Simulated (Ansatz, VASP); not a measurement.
# MgI2: VASP beside Ansatz

```
Mg I
1.0
     4.25161    0.00000    0.00000
    -2.12581    3.68200    0.00000
     0.00000    0.00000    7.89418
Mg I
1 2
Direct
  0.00000 0.00000 0.00000
  0.33333 0.66667 0.79355
  0.66667 0.33333 0.20645
```

Alike in both runs: task single point; functional PBE; k mesh 6 × 6 × 4; occupations gaussian, width 0.05 eV; no spin polarisation.

|  | VASP | Ansatz |
| --- | --- | --- |
| version | VASP 6.6.1 | Ansatz 0.2.0 |
| potentials or method | VASP PAW PBE potentials, release 64 (Mg, I) | scalar-relativistic, plane waves, PAW |
| plane-wave cutoff (eV) | 520 | 520 |
| valence electrons in the cell | 16 | 44 |

```csv
,VASP,Ansatz,Ansatz less VASP
gap on the k mesh at the Fermi level (eV),3.69,3.71,+0.017
least direct gap on the mesh (eV),3.75,3.77,+0.015
pressure (GPa),0.0,0.0,+0.05
largest component of the traceless stress (GPa),0.51,0.50,-0.006
rms of the force components (eV/Å),0.058,0.063,+0.0046
```

Atom by atom the forces differ by 0.005 eV/Å (rms over components). The two sets of potentials don't hold the same shells in valence.

Caveats: spin-orbit coupling is left out, which moves the levels of the heavy elements; this functional lacks dispersion, which binds the layers, so the pressure and a relaxed spacing across them are unreliable. A k mesh can miss the band edges.
